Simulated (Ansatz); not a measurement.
**NaCl**

Method: PBE, scalar-relativistic; no spin polarisation; PAW, 420 eV, 10×10×10 k-mesh, Gaussian smearing of 0.05 eV; code Ansatz; PAW files: Ansatz's generated set soft_2.

```cif
data_structure
_symmetry_space_group_name_H-M 'Fm-3m'
_symmetry_Int_Tables_number 225
_cell_length_a 5.6959
_cell_length_b 5.6959
_cell_length_c 5.6959
_cell_angle_alpha 90.000
_cell_angle_beta 90.000
_cell_angle_gamma 90.000
_cell_volume 184.79
loop_
_atom_site_label
_atom_site_type_symbol
_atom_site_symmetry_multiplicity
_atom_site_Wyckoff_symbol
_atom_site_fract_x
_atom_site_fract_y
_atom_site_fract_z
_atom_site_occupancy
Na1 Na 4 a 0.00000 0.00000 0.00000 1
Cl1 Cl 4 b 0.50000 0.00000 0.00000 1
```

The chain of runs began from a measured cell (COD), expanded in volume. Of that entry: the cell was measured well above room temperature.

The cell is relaxed to zero pressure at this level.

The run used a cell of 2 atoms; the mesh refers to it.

```
Volume                                                : 23.10 Å³/atom
Formation energy from the elements (0 K, uncorrected) : -1.85 eV/atom
Pressure derivative B0′                               : 4.6
```

(1) What does PBE give for the Bader charges?

(2) What does PBE give for the band gap?

(3) Fill in the bulk modulus (Birch–Murnaghan) (PBE).

Answers:

(1) Na 0.87; Cl -0.87 e.

(2) 5.00 eV.

(3) 24 GPa.

Shannon's ionic radii give a check on the bond lengths: Na⁺ with 6 neighbours 1.02 Å + Cl⁻ 1.81 Å = 2.83 Å against a computed mean of 2.85 Å. Sums and bonds agree within 3 %, so ion sizes set the bond lengths.

Formal charges Na⁺, Cl⁻ balance and leave closed shells on every ion, so a band insulator is expected, and the gap is 5.00 eV.

**The experiment.** The Crystallography Open Database holds a measured cell of cubic NaCl (space group Fm-3m) at 295 K (2000, doi:10.1021/ic991044f): a = 5.639 Å, 22.42 Å³/atom.

**Comparison.** The computed cell (5.696 Å, 23.10 Å³/atom) differs from the database's by +3.0 % in volume, about +1.0 % in length. PBE usually overestimates volumes by a few per cent. The static lattice also lacks zero-point motion and thermal expansion, roughly 2.2 to 5.6 % in volume at 295 K by Grüneisen's rule, γ·3k_BT/(B0·V0) with γ of 1 to 2.5, so its own overestimate is larger than the figure.

Kohn–Sham gaps of semilocal functionals lie under measured ones, often by a third or more.
